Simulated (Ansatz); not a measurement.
**Si3N4: relaxing cell and atoms and relaxing the atoms**

The task, for Si3N4: 4 runs in a chain (relaxing cell and atoms and relaxing the atoms).

Method: DFT PBEsol, scalar-relativistic, plane waves, PAW, in Ansatz 0.2.0.

## Step 1: The structure to begin with

It takes space group P6_3/m (No. 176, hexagonal). The conventional cell has a = 7.604 Å, b = 7.604 Å, c = 2.906 Å, α = 90.00°, β = 90.00°, γ = 120.00°. Si (site symmetry m) is surrounded by 4 N at 1.73 to 1.74 Å. N (site symmetry m) has 3 Si at 1.74 Å as nearest neighbours. N (site symmetry -6) has 3 Si at 1.73 Å as nearest neighbours.

Coordinates:

```
CELL_PARAMETERS angstrom
7.60440 0.00000 0.00000
-3.80220 6.58560 0.00000
0.00000 0.00000 2.90630
ATOMIC_POSITIONS crystal
Si 0.76848 0.17456 0.25000
Si 0.59392 0.76848 0.75000
Si 0.82544 0.59392 0.25000
Si 0.23152 0.82544 0.75000
Si 0.40608 0.23152 0.25000
Si 0.17456 0.40608 0.75000
N 0.03050 0.33024 0.25000
N 0.70026 0.03050 0.75000
N 0.66976 0.70026 0.25000
N 0.96950 0.66976 0.75000
N 0.29974 0.96950 0.25000
N 0.33024 0.29974 0.75000
N 0.66667 0.33333 0.25000
N 0.33333 0.66667 0.75000
```

The structure rests on an entry of the Crystallography Open Database; cell or positions may have been set otherwise for this series.

## Step 2: Relaxing cell and atoms: Si3N4, no spin

Input file input.yaml:

```yaml
crystal:
  lattice:
    - [7.6044, 0.0, 0.0]
    - [-3.8022, 6.5856035805, 0.0]
    - [0.0, 0.0, 2.9063]
  atoms:
    - { symbol: Si, position: [0.768477, 0.174557, 0.25] }
    - { symbol: Si, position: [0.59392, 0.768477, 0.75] }
    - { symbol: Si, position: [0.825443, 0.59392, 0.25] }
    - { symbol: Si, position: [0.231523, 0.825443, 0.75] }
    - { symbol: Si, position: [0.40608, 0.231523, 0.25] }
    - { symbol: Si, position: [0.174557, 0.40608, 0.75] }
    - { symbol: "N", position: [0.0305, 0.33024, 0.25] }
    - { symbol: "N", position: [0.70026, 0.0305, 0.75] }
    - { symbol: "N", position: [0.66976, 0.70026, 0.25] }
    - { symbol: "N", position: [0.9695, 0.66976, 0.75] }
    - { symbol: "N", position: [0.29974, 0.9695, 0.25] }
    - { symbol: "N", position: [0.33024, 0.29974, 0.75] }
    - { symbol: "N", position: [0.6666666667, 0.3333333333, 0.25] }
    - { symbol: "N", position: [0.3333333333, 0.6666666667, 0.75] }
scf:
  occupations: { method: fixed }
output:
  forces: true
  stress: true
  eigenvalues: true
  write_density: true
  write_potential: true
  elf: true
  volumetric_format: npy
kpoints:
  mp_grid: { grid: [3, 3, 7] }
hamiltonian:
  xc: pbesol
relax:
  f_tol: 0.003
  max_steps: 80
  cell: { stress_tol: 0.03 }
```

Command:

```
$ ansatz run input.yaml --threads 4 --pin off --max-ram 16384MiB --backend cpu --events-out ev --progress --plain --runs-dir out
```

The log of the run:

```text
Warning: RAYON_NUM_THREADS=4 ignored (pool sized by the plan → 4); use --threads N
Engine: ansatz 0.2.0, x86_64-unknown-linux-gnu
Pseudopotentials: kind: paw
Pseudopotential: Si, paw, valence charge 4, recommended cutoff 420 eV (normal), Si.paw.azcp
Pseudopotential: N, paw, valence charge 5, recommended cutoff 420 eV (normal), N.paw.azcp
Functional definition: PBEsol
  exchange = pbesol_x
  correlation = pbesol_c
Crystal: 14 atoms, lattice volume = 145.546 Å³
Basis set: ecut = 420 eV, 2823 PW (Γ), exchange–correlation on 108×108×40 points (8 copies of the dense FFT grid, shifted against one another)
Bands: 46, of which v1, the nominal top of the filled ones, is band 32 counted from 1 (31 counted from 0)
Symmetry: 12 space group operations
Space group: P63/m (ITA 176), of the structure as read, at distance tolerance 5.3e-5 Å
k-points: 12 of 63
Non-local potential: Si, projectors of the file, l = 0: 2, l = 1: 2, l = 2: 2
Non-local potential: N, projectors of the file, l = 0: 2, l = 1: 2, l = 2: 1
PAW form: soft (Blöchl's): semilocal exchange-correlation on the pseudo side does not see the compensation charge
PAW frozen core: Si, regenerated for the run's functional, and the local potential with it (the file was generated under x = pbe(κ = 0.804, μ = 0.2195149727645171), c = pbe(β = 0.06672455060314922))
PAW frozen core: N, regenerated for the run's functional, and the local potential with it (the file was generated under x = pbe(κ = 0.804, μ = 0.2195149727645171), c = pbe(β = 0.06672455060314922))
PAW one-centre angular grid: Si, 110 points (default); XC on 64 Gauss nodes
PAW one-centre angular grid: N, 110 points (default); XC on 64 Gauss nodes
Initial density: superposition of atomic densities (neutral atoms: chi_scale 0, normalization atom), corrected by the library's trained network
Initial wavefunctions: pseudopotential atomic-orbital guess
Functional: x = pbesol(κ = 0.804, μ = 0.12345679012345678), c = pbesol(β = 0.046)
SCF iter   1: F=—  HF=-6773.834008 eV  |F-HF|=—  |Δ(HF+E_count)|=         —  Δρ=9.73e-3  dr2=1.31e-1  ethr=1.77e-3  ⟨swp⟩=5.0  Hψ=2290  notcnv=0  defer=135
preconditioner: auto → Resta (q_TF=auto, 2.379 Å⁻¹)  ε∞=4.0  [insulator: Δε(μ)=4.071 eV  Ē_g=14.212 eV  n_scr=32 (ndim 8)  ℏωp=24.6 eV  f_vac=0.034  ε∞_Penn≈4.0]
SCF iter   2: F=—  HF=-6773.795575 eV  |F-HF|=—  |Δ(HF+E_count)|=   3.84e-2  Δρ=1.77e-3  dr2=3.83e-3  ethr=2.04e-4  ⟨swp⟩=2.1  Hψ=922  notcnv=0  defer=141
SCF iter   3: F=—  HF=-6773.795387 eV  |F-HF|=—  |Δ(HF+E_count)|=   1.87e-4  Δρ=8.66e-4  dr2=7.70e-4  ethr=5.98e-6  ⟨swp⟩=2.3  Hψ=804  notcnv=0  defer=141
SCF iter   4: F=—  HF=-6773.795469 eV  |F-HF|=—  |Δ(HF+E_count)|=   8.20e-5  Δρ=1.20e-4  dr2=1.76e-5  ethr=1.20e-6  ⟨swp⟩=2.4  Hψ=840  notcnv=0  defer=139
SCF iter   5: F=—  HF=-6773.795573 eV  |F-HF|=—  |Δ(HF+E_count)|=   1.04e-4  Δρ=5.33e-5  dr2=3.48e-6  ethr=2.75e-8  ⟨swp⟩=2.0  Hψ=806  notcnv=0  defer=108
SCF iter   6: F=—  HF=-6773.795574 eV  |F-HF|=—  |Δ(HF+E_count)|=   9.00e-7  Δρ=1.36e-5  dr2=2.68e-7  ethr=5.44e-9  ⟨swp⟩=2.2  Hψ=744  notcnv=0  defer=108
SCF iter   7: F=-6773.795574 eV  HF=-6773.795574 eV  |F-HF|=2.63e-8  |Δ(HF+E_count)|=   2.09e-7  Δρ=3.09e-6  dr2=2.11e-8  ethr=1.56e-10  ⟨swp⟩=21.1  Hψ=4949  notcnv=0
SCF 1 converged in 7 iterations: F = -6773.795574 eV  dr2 = 2.11e-8
relax step   1: F+E_penalty+E_count = -6773.79557419 eV  Δ(F+E_penalty+E_count) = +0.000e0 eV  max|allowed force component| = 5.488e-2 eV/Å  Δτ_max = 0.0000 Å  P = +1.800 GPa  Ω = 145.546 Å³  (7 SCF iters, dr2 threshold 1.00e-7 eV, accepted)
Crystal: 14 atoms, lattice volume = 146.034 Å³
Basis set: ecut = 420 eV, 2859 PW (Γ), exchange–correlation on 108×108×40 points (8 copies of the dense FFT grid, shifted against one another)
Initial density: handed on by an earlier stage of this run
Initial wavefunctions: those handed on with the density
iter 1 solved again at ethr=2.69e-6 eV; its pass at ethr=3.10e-3 eV (dr2=1.72e-3 eV) is discarded
SCF iter   1: F=—  HF=-6773.799480 eV  |F-HF|=—  |Δ(HF+E_count)|=         —  Δρ=1.06e-3  dr2=1.63e-3  ethr=2.69e-6  ⟨swp⟩=2.8  Hψ=1837  notcnv=0  defer=141
preconditioner: auto → Resta (q_TF=auto, 2.378 Å⁻¹)  ε∞=4.0  [insulator: Δε(μ)=4.185 eV  Ē_g=14.213 eV  n_scr=32 (ndim 8)  ℏωp=24.6 eV  f_vac=0.035  ε∞_Penn≈4.0]
SCF iter   2: F=—  HF=-6773.798999 eV  |F-HF|=—  |Δ(HF+E_count)|=   4.82e-4  Δρ=3.63e-4  dr2=1.84e-4  ethr=2.55e-6  ⟨swp⟩=2.0  Hψ=762  notcnv=0  defer=120
SCF iter   3: F=—  HF=-6773.799047 eV  |F-HF|=—  |Δ(HF+E_count)|=   4.83e-5  Δρ=1.47e-4  dr2=3.43e-5  ethr=2.87e-7  ⟨swp⟩=2.0  Hψ=826  notcnv=0  defer=88
SCF iter   4: F=-6773.799041 eV  HF=-6773.799041 eV  |F-HF|=8.89e-7  |Δ(HF+E_count)|=   6.53e-6  Δρ=2.17e-5  dr2=1.15e-6  ethr=2.19e-9  ⟨swp⟩=16.8  Hψ=5463  notcnv=0
SCF 2 converged in 4 iterations: F = -6773.799041 eV  dr2 = 1.15e-6
relax step   2: F+E_penalty+E_count = -6773.79904147 eV  Δ(F+E_penalty+E_count) = -3.467e-3 eV  max|allowed force component| = 2.749e-2 eV/Å  Δτ_max = 0.0026 Å  P = +0.894 GPa  Ω = 146.034 Å³  energy of the carried Pulay correction = -1.507e-3 eV  (4 SCF iters, dr2 threshold 1.40e-6 eV, accepted)
Crystal: 14 atoms, lattice volume = 146.511 Å³
iter 1 solved again at ethr=2.70e-6 eV; its pass at ethr=3.10e-3 eV (dr2=1.73e-3 eV) is discarded
SCF iter   1: F=—  HF=-6773.799666 eV  |F-HF|=—  |Δ(HF+E_count)|=         —  Δρ=1.07e-3  dr2=1.65e-3  ethr=2.70e-6  ⟨swp⟩=2.9  Hψ=1865  notcnv=0  defer=141
preconditioner: auto → Resta (q_TF=auto, 2.377 Å⁻¹)  ε∞=4.0  [insulator: Δε(μ)=4.183 eV  Ē_g=14.184 eV  n_scr=32 (ndim 8)  ℏωp=24.5 eV  f_vac=0.036  ε∞_Penn≈4.0]
SCF iter   2: F=—  HF=-6773.799184 eV  |F-HF|=—  |Δ(HF+E_count)|=   4.82e-4  Δρ=3.86e-4  dr2=2.00e-4  ethr=2.58e-6  ⟨swp⟩=2.0  Hψ=747  notcnv=0  defer=121
SCF iter   3: F=—  HF=-6773.799252 eV  |F-HF|=—  |Δ(HF+E_count)|=   6.86e-5  Δρ=1.53e-4  dr2=3.67e-5  ethr=3.13e-7  ⟨swp⟩=2.0  Hψ=829  notcnv=0  defer=88
SCF iter   4: F=—  HF=-6773.799247 eV  |F-HF|=—  |Δ(HF+E_count)|=   4.91e-6  Δρ=2.43e-5  dr2=1.58e-6  ethr=5.74e-8  ⟨swp⟩=2.7  Hψ=879  notcnv=0  defer=88
SCF iter   5: F=-6773.799249 eV  HF=-6773.799249 eV  |F-HF|=3.15e-8  |Δ(HF+E_count)|=   1.40e-6  Δρ=1.65e-5  dr2=4.54e-7  ethr=2.19e-9  ⟨swp⟩=18.4  Hψ=5171  notcnv=0
SCF 3 converged in 5 iterations: F = -6773.799249 eV  dr2 = 4.54e-7
relax step   3: F+E_penalty+E_count = -6773.79924858 eV  Δ(F+E_penalty+E_count) = -2.071e-4 eV  max|allowed force component| = 8.443e-3 eV/Å  Δτ_max = 0.0030 Å  P = +0.008 GPa  Ω = 146.511 Å³  energy of the carried Pulay correction = -2.976e-3 eV  (5 SCF iters, dr2 threshold 1.40e-6 eV, accepted)
[... 9 lines left out ...]
relax step   4: F+E_penalty+E_count = -6773.79924088 eV  Δ(F+E_penalty+E_count) = +7.699e-6 eV  max|allowed force component| = 4.853e-3 eV/Å  Δτ_max = 0.0007 Å  P = -0.011 GPa  Ω = 146.516 Å³  energy of the carried Pulay correction = -2.992e-3 eV  (5 SCF iters, dr2 threshold 4.46e-9 eV, accepted)
[... 7 lines left out ...]
relax step   5: F+E_penalty+E_count = -6773.79925891 eV  Δ(F+E_penalty+E_count) = -1.803e-5 eV  max|allowed force component| = 4.282e-4 eV/Å  Δτ_max = 0.0001 Å  P = -0.001 GPa  Ω = 146.511 Å³  energy of the carried Pulay correction = -2.977e-3 eV  (4 SCF iters, dr2 threshold 1.47e-9 eV, accepted)
[... 9 lines left out ...]
relax step   6: F+E_penalty+E_count = -6773.80219638 eV  Δ(F+E_penalty+E_count) = -2.937e-3 eV  max|allowed force component| = 4.530e-4 eV/Å  Δτ_max = 0.0000 Å  P = +0.035 GPa  Ω = 146.511 Å³  stress off target by 4.17e-2 GPa  SCF on the basis re-selected at this cell (its energy is not comparable with the rows above)  (5 SCF iters)
[... 9 lines left out ...]
relax step   7: F+E_penalty+E_count = -6773.80213378 eV  Δ(F+E_penalty+E_count) = +6.260e-5 eV  max|allowed force component| = 3.250e-4 eV/Å  Δτ_max = 0.0000 Å  P = -0.000 GPa  Ω = 146.532 Å³  energy of the carried Pulay correction = -6.521e-5 eV  (4 SCF iters, dr2 threshold 4.34e-9 eV, accepted)
iter 1 solved again at ethr=5.81e-8 eV; its pass at ethr=3.10e-3 eV (dr2=3.72e-5 eV) is discarded
SCF iter   1: F=—  HF=-6773.802127 eV  |F-HF|=—  |Δ(HF+E_count)|=         —  Δρ=3.00e-6  dr2=6.02e-9  ethr=5.81e-8  ⟨swp⟩=4.0  Hψ=3791  notcnv=0  defer=141
eigensolver tolerance schedule: the retry pair's looser diagonalisation over-reported the residual by 6173.73 of it (diagonalisation noise at 0.13 of the residual, at the tolerance the schedule requests for it); recorded, not acted on — ethr = c·dr2/N_el stays at c = 1.0e-1
preconditioner: auto → Resta (q_TF=auto, 2.376 Å⁻¹)  ε∞=4.0  [insulator: Δε(μ)=4.193 eV  Ē_g=14.213 eV  n_scr=32 (ndim 8)  ℏωp=24.5 eV  f_vac=0.035  ε∞_Penn≈4.0]
SCF iter   2: F=—  HF=-6773.802251 eV  |F-HF|=—  |Δ(HF+E_count)|=   1.23e-4  Δρ=1.48e-6  dr2=1.26e-9  ethr=9.40e-12  ⟨swp⟩=3.2  Hψ=1229  notcnv=0  defer=135
SCF iter   3: F=—  HF=-6773.802251 eV  |F-HF|=—  |Δ(HF+E_count)|=   3.36e-9  Δρ=8.21e-7  dr2=4.88e-10  ethr=1.97e-12  ⟨swp⟩=2.2  Hψ=613  notcnv=0  defer=135
SCF iter   4: F=—  HF=-6773.802251 eV  |F-HF|=—  |Δ(HF+E_count)|=   1.68e-9  Δρ=1.69e-7  dr2=5.55e-11  ethr=1.00e-12  ⟨swp⟩=2.1  Hψ=680  notcnv=0  defer=135
SCF iter   5: F=-6773.802251 eV  HF=-6773.802251 eV  |F-HF|=2.82e-11  |Δ(HF+E_count)|=  5.55e-11  Δρ=1.52e-7  dr2=1.94e-11  ethr=1.00e-12  ⟨swp⟩=18.0  Hψ=4036  notcnv=0
SCF 8 converged in 5 iterations: F = -6773.802251 eV  dr2 = 1.94e-11
relax step   8: F+E_penalty+E_count = -6773.80225080 eV  Δ(F+E_penalty+E_count) = -1.170e-4 eV  max|allowed force component| = 3.364e-4 eV/Å  Δτ_max = 0.0000 Å  P = +0.000 GPa  Ω = 146.532 Å³  stress off target by 2.00e-4 GPa  SCF on the basis re-selected at this cell (its energy is not comparable with the rows above)  (5 SCF iters)
basis re-selected at this cell: Δ(F+E_penalty+E_count) = -1.170e-4 eV, ΔP = +0.000 GPa vs the last step (what re-selecting the basis moved, of the pressure what is left beyond the Pulay correction that the steps carried, after the strain that the cell walked since its last selection, with what the two solves' SCF thresholds leave and, on support functions, any second-order correction that the steps lacked; it is no measure of the basis error at this ecutwfc). This SCF's stress stands 2.00e-4 GPa from its target on what of the cell is left free (relax.cell.stress_tol is 3.00e-2 GPa) and its largest allowed force component is 3.36e-4 eV/Å (relax.f_tol is 3.00e-3 eV/Å): within both
SCF converged after 5 iterations
Free energy (F): -6773.802251 eV
Harris-Foulkes:  -6773.802251 eV  (|F-HF|=2.82e-11)
Internal energy: -6773.802251 eV  (E = F + TS)
E sigma→0 (E₀):  -6773.802251 eV
Fermi energy:    8.118797 eV
--- Per-component energies (eV) ---
  E_band       = 53.591490
  E_kinetic    = 1346.546791
  E_local      = -2149.813064  (includes V_loc(G=0)·N_el)
  E_nonlocal   = 511.614907
  E_hartree    = 713.953057
  E_xc         = -818.392547
  E_vxc        = -907.958186  (∫ρ·V_xc dr)
  E_paw        = -3979.156990  (= ΣΔE_a)
  E_vpaw       = -174.705889  (= ΣTr[D̂ρ^β])
  E_aug_tail   = 0.000809  (compensation charges beyond the density's cutoff)
  E_ewald      = -2398.969369
  E_core_change = 0.414155  (= ΣΔE_core)
  E_smearing   = -0.000000  (= −TS)
  E_closure    = 0.000000  (closes the sum)
  Σ components = -6773.802251   (vs F -6773.802251, Δ=0.00e0)
--- Forces (eV/Å), atoms counted from 1 ---
  atom   1  Si     0.00033636    -0.00002210    -0.00000000
  atom   2  Si     0.00018732     0.00028025    -0.00000000
  atom   3  Si    -0.00014905     0.00030235     0.00000000
  atom   4  Si    -0.00033636     0.00002210     0.00000000
  atom   5  Si    -0.00018732    -0.00028025     0.00000000
  atom   6  Si     0.00014905    -0.00030235    -0.00000000
  atom   7  N     -0.00026201    -0.00018021     0.00000000
  atom   8  N      0.00002506    -0.00031701     0.00000000
  atom   9  N      0.00028707    -0.00013680     0.00000000
  atom  10  N      0.00026201     0.00018021    -0.00000000
  atom  11  N     -0.00002506     0.00031701    -0.00000000
  atom  12  N     -0.00028707     0.00013680    -0.00000000
  atom  13  N      0.00000000    -0.00000000    -0.00000000
  atom  14  N     -0.00000000     0.00000000     0.00000000
  max |Σ_I F_I| component: 6.32e-19 eV/Å
--- Stress (GPa, compression-positive) ---
        0.000200       0.000000       0.000000
       -0.000000       0.000200       0.000000
        0.000000       0.000000      -0.000065
  P = ⅓ Tr σ = 0.0001 GPa (0.001 kbar)
--- Band table (eV; the first three rows and the last of 12) ---
  k-point 0: bands = ["-10.0435", "-8.5670", "-8.5670", "-7.9468", "-7.8033", "-7.8033", "-6.5465", "-6.2293", "0.0280", "0.0280", "0.1163", "0.7481", "0.7481", "2.2601", "2.2601", "3.1166", "3.5612", "4.0625", "4.0625", "4.2508", "4.2508", "4.8126", "4.8126", "4.8391", "5.3568", "6.5816", "6.5816", "6.8170", "6.8170", "7.6468", "7.7330", "7.9187", "12.3121", "12.7078", "12.8987", "12.8987", "13.1991", "13.1991", "13.8958", "15.4549", "16.0152", "16.0152", "16.6583", "17.5230", "17.5230", "17.7980"]
  k-point 1: bands = ["-9.7982", "-8.3465", "-8.3465", "-7.7762", "-7.6131", "-7.6131", "-6.4496", "-6.1946", "0.0481", "0.0481", "0.2730", "0.7807", "0.7807", "2.3409", "2.3409", "2.5852", "3.1140", "3.3943", "3.3943", "3.4912", "3.4912", "4.5058", "4.6538", "4.7096", "4.7096", "6.5281", "6.5281", "6.8515", "6.8515", "6.8762", "7.0915", "8.1188", "13.4839", "13.7473", "13.8575", "13.8575", "13.9660", "13.9660", "14.3127", "15.5414", "15.7301", "15.7301", "16.8515", "16.8515", "17.0577", "17.2097"]
  k-point 2: bands = ["-9.1006", "-7.7464", "-7.7464", "-7.3569", "-7.1361", "-7.1361", "-6.2459", "-6.2267", "-0.3606", "-0.3606", "0.3070", "0.3070", "0.6632", "1.0946", "2.2975", "2.3139", "2.3139", "2.5477", "2.5477", "3.0948", "3.0948", "3.1878", "4.5779", "4.5997", "4.5997", "5.5996", "6.3578", "6.4206", "6.4206", "6.7443", "6.7443", "7.9615", "13.3810", "13.3810", "14.4284", "14.4284", "14.8885", "15.1188", "15.1704", "15.8229", "15.8229", "15.9274", "15.9274", "16.3678", "16.4286", "16.7373"]
  k-point 11: bands = ["-7.7121", "-7.7121", "-7.3431", "-6.8306", "-6.8306", "-6.5718", "-6.2263", "-6.2263", "-0.9287", "-0.9287", "-0.6721", "0.0340", "0.0340", "0.0866", "1.1200", "1.8177", "1.8177", "2.1647", "3.3075", "3.3075", "3.4056", "3.6153", "3.6153", "4.0626", "5.3122", "5.3122", "6.1948", "6.1948", "6.5858", "6.8022", "7.0484", "7.0484", "13.0377", "13.0377", "13.5267", "13.9270", "14.1450", "14.1450", "14.2451", "14.8667", "14.8667", "14.9670", "15.7429", "15.7429", "16.8683", "17.1511"]
--- Relaxed structure (6 steps of the walk, 6 accepted, 2 SCFs on fresh bases) ---
  F+E_penalty+E_count = -6773.80225080 eV   max|allowed force component| = 3.364e-4 eV/Å   (the final SCF, on the basis selected at the relaxed cell)
  cell:  # Å, volume = 146.5321 Å³
    - [7.624674291126945, 4.31287682468796e-19, 0.0]
    - [-3.8123371455634727, 6.6031616316980415, 0.0]
    - [3.934936432739516e-35, 0.0, 2.9104468823072707]
  atoms:
    - { symbol: Si, position: [0.7675777657606901, 0.17395310787874085, 0.25] }
    - { symbol: Si, position: [0.5936246578819493, 0.76757776576069, 0.7500000000000001] }
    - { symbol: Si, position: [0.8260468921212593, 0.5936246578819493, 0.25] }
    - { symbol: Si, position: [0.2324222342393099, 0.8260468921212593, 0.7500000000000001] }
    - { symbol: Si, position: [0.40637534211805076, 0.23242223423930986, 0.25] }
    - { symbol: Si, position: [0.17395310787874085, 0.40637534211805076, 0.7500000000000001] }
    - { symbol: N, position: [0.029632094173146217, 0.3300012305003001, 0.25] }
    - { symbol: N, position: [0.6996308636728462, 0.029632094173146214, 0.7500000000000001] }
    - { symbol: N, position: [0.6699987694996998, 0.699630863672846, 0.25] }
    - { symbol: N, position: [0.970367905826854, 0.6699987694996999, 0.7500000000000001] }
    - { symbol: N, position: [0.30036913632715395, 0.9703679058268538, 0.25] }
    - { symbol: N, position: [0.33000123050030017, 0.300369136327154, 0.7500000000000001] }
    - { symbol: N, position: [0.6666666666666667, 0.33333333333333337, 0.25] }
    - { symbol: N, position: [0.33333333333333337, 0.6666666666666669, 0.7500000000000001] }
```

It took 14 s on 4 threads of AMD EPYC 7R13 (Zen 3), shared host; peak memory 0.57 GiB.

Relaxation path:

| step | E - E(step 1) (eV/cell) | largest force component (eV/Å) | pressure (GPa) | volume (Å³) |
| --- | --- | --- | --- | --- |
| 1 | 0.0000 | 0.0549 | 1.80 | 145.55 |
| 2 | -0.0035 | 0.0275 | 0.89 | 146.03 |
| 3 | -0.0037 | 0.0084 | 0.01 | 146.51 |
| 4 | -0.0037 | 0.0049 | -0.01 | 146.52 |
| 5 | -0.0037 | 0.0004 | 0.00 | 146.51 |
| 6 | -0.0066 | 0.0005 | 0.03 | 146.51 |
| 7 | -0.0066 | 0.0003 | 0.00 | 146.53 |
| 8 | -0.0067 | 0.0003 | 0.00 | 146.53 |

Step 1 is the start. Steps 6, 8 each repeat the geometry before them on a plane-wave basis chosen anew, so the energy can jump there without any move.

|  | before | after | change |
| --- | --- | --- | --- |
| a (Å) | 7.604 | 7.625 | +0.3 % |
| b (Å) | 7.604 | 7.625 | +0.3 % |
| c (Å) | 2.906 | 2.910 | +0.1 % |
| volume (Å³/atom) | 10.40 | 10.47 | +0.7 % |
| shortest distance (Å) | 1.730 | 1.733 | +0.2 % |
| space group (0.01 Å) | P6_3/m | P6_3/m | same |

The run keeps the 12 symmetry operations of the start, so it could not have lowered the symmetry.

Density in a lattice plane of the grid's cell (edges 7.62 and 7.62 Å, at 0.250 of the third edge), which holds Si and N.

Ten even steps from '0' (0.01 e/Å³) to '9' (3.65 e/Å³):
```
000013898310000000000000
000013653100000000000000
000012210000000000000000
000000000000000123210000
000000000000001478521000
000000000000013899521000
000000000000014885210000
000000000000012332100000
000000000000000111000000
000000000000000001110000
012110000000000013320000
366310000000001367420001
898310000000013799410014
995100000000125996310137
531000000000124543100235
100000000000111111000111
000000001110000000000000
000000012210000000000000
000000146420000000000000
000001599620000000000000
```
Columns run along the first of these edges and rows up along the second, over one cell in 24 and 20 even steps from the bottom left corner. Atoms in the plane (fractional): Si at (0.77, 0.17), Si at (0.83, 0.59), Si at (0.41, 0.23), N at (0.03, 0.33), N at (0.67, 0.70), N at (0.30, 0.97), N at (0.67, 0.33).

ELF in the same plane.

Ten even steps from ' ' (0.00) to '@' (0.89):
```
    ..++%%@@++..**@@##--                        
    ..++%%%%####%%##--              ..::::::    
      --**%%%%##==..          ..--**####**--..  
      ..--==--::          ..--**%%%%@@%%##--..  
..      ....              --##%%****%%@@##--::..
::..                    ..**%%++  ==@@@@++..::::
::..                    --%%%%****@@@@**......::
..                    ..++%%@@@@@@@@**::--..::::
                      ..==**##**++--..::....::..
..--++==::..            ........--**####==::..  
**%%%%##**--..              ..==##@@@@@@++..  ::
@@%%##%%##--..    ........--**####%%%%##--..--##
++..++%%**::    ..::::..--%%@@**..==%%##----##@@
--==%%%%--    ..::::....**@@@@==--%%@@**--##@@%%
%%@@%%==    ..::::..--::##@@%%%%@@@@##::--@@@@@@
%%##==      ::........::++****##%%++::::--%%@@@@
++--      ..::--==**++--::::--==::..::..::++****
..        ::++%%@@@@%%++..  ............::::....
        --**@@@@@@@@@@**::  ..::--::::::..      
      --##@@%%==--%%@@**..  ....::....          
```
Columns run along the first of these edges and rows up along the second, over one cell in 24 and 20 even steps from the bottom left corner. Atoms in the plane (fractional): Si at (0.77, 0.17), Si at (0.83, 0.59), Si at (0.41, 0.23), N at (0.03, 0.33), N at (0.67, 0.70), N at (0.30, 0.97), N at (0.67, 0.33).

Both are smooth fields of the valence electrons: close to the nuclei they are not physical.

Outside the cores ELF peaks at 0.90 on the N–Si line, 0.8 Å from N; 0.84 beside N, off the lines to its neighbours, 0.7 Å from N; 0.84 in the shell around N, 0.6 Å from N.

(Part 1 of 2 ends here.)
